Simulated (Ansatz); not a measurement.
Density of states of GaP

```
CELL_PARAMETERS angstrom
0.00000 2.58047 2.58047
2.58047 0.00000 2.58047
2.58047 2.58047 0.00000
ATOMIC_POSITIONS crystal
Ga 0.00000 0.00000 0.00000
P 0.50000 0.50000 0.50000
```

The cell was built from the rocksalt type and relaxed in the same program, and has space group Fm-3m; it needn't be a known or the stable phase.

All numbers below come from DFT, PBE, all-electron LAPW, scalar-relativistic in Ansatz 0.2.0.

Sampling and basis: a Γ-centred 12×12×12 k mesh, Fermi–Dirac smearing of 0.05 eV, basis error target 1 meV/atom, no spin polarisation.

States per eV and cell, averaged over 0.4 eV, from -5.8 to 2.8 eV, with energies (bin centres) from the Fermi level; empty bins are left out. 

| E (eV) | total |
| --- | --- |
| -5.7 | 0.82 |
| -5.3 | 0.51 |
| -4.9 | 0.53 |
| -4.5 | 0.66 |
| -4.1 | 0.67 |
| -3.7 | 0.73 |
| -3.3 | 0.78 |
| -2.9 | 0.90 |
| -2.5 | 1.10 |
| -2.1 | 1.06 |
| -1.7 | 1.01 |
| -1.3 | 1.00 |
| -0.9 | 0.99 |
| -0.5 | 1.00 |
| -0.1 | 1.12 |
| 0.3 | 0.70 |
| 0.7 | 0.36 |
| 1.1 | 0.44 |
| 1.5 | 0.55 |
| 1.9 | 0.82 |
| 2.3 | 0.83 |
| 2.7 | 0.39 |
